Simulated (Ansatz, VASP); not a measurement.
**PtS2: VASP beside Ansatz**

```
Pt S
1.0
     3.58307    0.00000    0.00000
    -1.79153    3.10303    0.00000
     0.00000    0.00000    4.66399
Pt S
1 2
Direct
  0.00000 0.00000 0.00000
  0.33333 0.66667 0.25863
  0.66667 0.33333 0.74137
```

Alike in both runs: functional PBE; dispersion D3(BJ); k mesh 12 × 12 × 8; occupations gaussian, width 0.01 eV; no spin polarisation.

Ansatz relaxed the structure, and its values are those at the end. VASP's run is a single point on that final structure, the one shown.

```csv
,VASP,Ansatz
version,VASP 6.6.1,Ansatz 0.2.0
potentials or method,"VASP PAW PBE potentials, release 64 (Pt, S)","scalar-relativistic, plane waves, PAW"
plane-wave cutoff (eV),520,420
valence electrons in the cell,22,30
```

```csv
,VASP,Ansatz,Ansatz less VASP
gap on the k mesh at the Fermi level (eV),0.07,0.06,-0.011
least direct gap on the mesh (eV),0.69,0.69,-0.006
pressure (GPa),-0.5,0.0,+0.45
rms of the force components (eV/Å),0.019,0.000,-0.0182
```

The two sets of potentials don't hold the same shells in valence.

Caveats: spin-orbit coupling is left out, which moves the levels of the heavy elements.
